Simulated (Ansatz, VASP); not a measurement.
SnSe2: VASP beside Ansatz

File INCAR:

```
PREC = Accurate
ENCUT = 600
EDIFF = 1E-6
ISMEAR = 0
SIGMA = 0.1
LREAL = F
LASPH = T
NELM = 100
ALGO = Normal
ISIF = 3
LWAVE = F
LCHARG = F
GGA = PE
IVDW = 12
IBRION = 2
NSW = 100
EDIFFG = -0.05
```

File KPOINTS:

```
regular mesh
0
Gamma
  6 6 4
```

Contents of POSCAR:

```
SnSe2
1.0
    3.8090651400      0.0000000000      0.0000000000
   -1.9045325700      3.2987471800      0.0000000000
    0.0000000000      0.0000000000      6.1422352900
Sn Se
1 2
Direct
    0.0000000000      0.0000000000      0.0000000000
    0.3333333300      0.6666666700      0.2500000000
    0.6666666700      0.3333333300      0.7500000000
```

Input for Ansatz:

```yaml
crystal:
  lattice:
    - [3.80906514, 0.0, 0.0]
    - [-1.90453257, 3.29874718, 0.0]
    - [0.0, 0.0, 6.14223529]
  atoms:
    - { symbol: Sn, position: [0.0, 0.0, 0.0] }
    - { symbol: Se, position: [0.33333333, 0.66666667, 0.25] }
    - { symbol: Se, position: [0.66666667, 0.33333333, 0.75] }
basis:
  ecutwfc: 420
kpoints:
  mp_grid: { grid: [6, 6, 4] }
hamiltonian:
  xc: pbe
  dispersion: d3bj
scf:
  occupations: { method: gaussian, width: 0.1 }
output:
  forces: true
  stress: true
  eigenvalues: true
relax:
  adjacent_minimum: "off"
  f_tol: 0.05
  max_steps: 80
  cell: { stress_tol: 0.5 }
```

The cell was built by a generator and needn't be a form met in nature.

Alike in both runs: task relaxation of cell and atoms; functional PBE; dispersion D3(BJ); k mesh 6 × 6 × 4; occupations gaussian, width 0.1 eV; no spin polarisation.

|  | VASP | Ansatz |
| --- | --- | --- |
| version | VASP 6.6.1 | Ansatz 0.2.0 |
| potentials or method | VASP PAW PBE potentials, release 64 (Sn_d, Se) | scalar-relativistic, plane waves, PAW |
| plane-wave cutoff (eV) | 600 | 420 |
| valence electrons in the cell | 26 | 46 |

Ansatz gave:

- gap on the k mesh at the Fermi level, each at its own relaxed structure (eV): 0.65
- relaxed volume (Å³/atom): 25.64
- relaxed cell length with the largest relative difference (Å): 6.025
- energy change over the relaxation (meV/atom): -18

Which values does VASP return?

gap on the k mesh at the Fermi level, each at its own relaxed structure (eV): 0.63; relaxed volume (Å³/atom): 25.60; relaxed cell length with the largest relative difference (Å): 6.007; energy change over the relaxation (meV/atom): -19.

The two sets of potentials don't hold the same shells in valence.

Caveats: spin-orbit coupling is left out, which moves the levels of the heavy elements. A k mesh can miss the band edges.
